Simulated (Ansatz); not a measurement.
**Is this ZrC structure a true minimum?**

It was relaxed at this level from a measured cell (COD).

The calculation used DFT PBE, scalar-relativistic, plane waves, PAW in Ansatz. Plane waves to 420 eV, a k mesh through Γ of 20×20×20 on the computed 2-atom cell and Gaussian smearing (0.10 eV); no spin polarisation.

The cell below (2 atoms, space group Fm-3m (No. 225)) is relaxed within its symmetry.

```cif
data_structure
_symmetry_space_group_name_H-M 'P 1'
_symmetry_Int_Tables_number 1
_cell_length_a 3.3296
_cell_length_b 3.3296
_cell_length_c 3.3296
_cell_angle_alpha 60.000
_cell_angle_beta 60.000
_cell_angle_gamma 60.000
_cell_volume 26.10
loop_
_atom_site_label
_atom_site_type_symbol
_atom_site_fract_x
_atom_site_fract_y
_atom_site_fract_z
_atom_site_occupancy
Zr1 Zr 0.50000 0.50000 0.50000 1
C1 C 0.00000 0.00000 0.00000 1
```

For the test a repeat of it with 4 atoms (edges 3.33, 3.33, 5.77 Å) was strained at random (σ = 1.5 % a component), the atoms were moved at random (σ = 0.10 Å), and all was relaxed again on a coarse 8×8×8 mesh (in the run’s order of axes) with 0.20 eV smearing, with no symmetry imposed.

Task: What happens?

Result: It returns, within 1 meV/atom of the unmoved cell on that mesh and with the same symmetry when read at 0.1 Å. No instability shows in this cell; modes of other wave vectors, which need another repeat, aren't tested.
